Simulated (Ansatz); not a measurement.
Something may be wrong with this Ansatz 0.2.0 calculation of Pr.

Contents of input.yaml:

```yaml
crystal:
  lattice:
    - [-2.0973721543, 2.0973721543, 2.0973721543]
    - [2.0973721543, -2.0973721543, 2.0973721543]
    - [2.0973721543, 2.0973721543, -2.0973721543]
  atoms:
    - { symbol: Pr, position: [0.0, 0.0, 0.0], spin: 2.0 }
hamiltonian:
  xc: pbesol
  pseudopotentials: { kind: paw, accuracy: stringent, xc_functional: pbe }
  hubbard:
    sites: [{ species: Pr, l: f, u_eff: 8.0 }]
    projectors: all-electron-atomic
kpoints:
  mp_grid: { grid: [9, 9, 9] }
scf:
  occupations: { method: tetrahedron }
  max_iter: 80
output:
  forces: true
  stress: true
  bader: true
  populations: intrinsic
```

Potentials or basis: SSSP precision PAW.

Run with:

```console
$ ansatz run input.yaml --threads 1 --pin off --max-ram 2560MiB --backend cpu --events-out ev --progress --plain --runs-dir out
```

Output:

```text
Error: inconsistent input (magnetization.spin_polarized): false but per-atom `spin:`, `per_species`, `initial_magnetization`, `magnetic_field`, or `spin_locking` is set
```

Question: What happened, and what is wrong with the input?

Answer: The program refused the input. The input holds a flaw that was put in on purpose: a moment without spin polarisation (magnetization = left out; crystal.atoms[0].spin = 2).
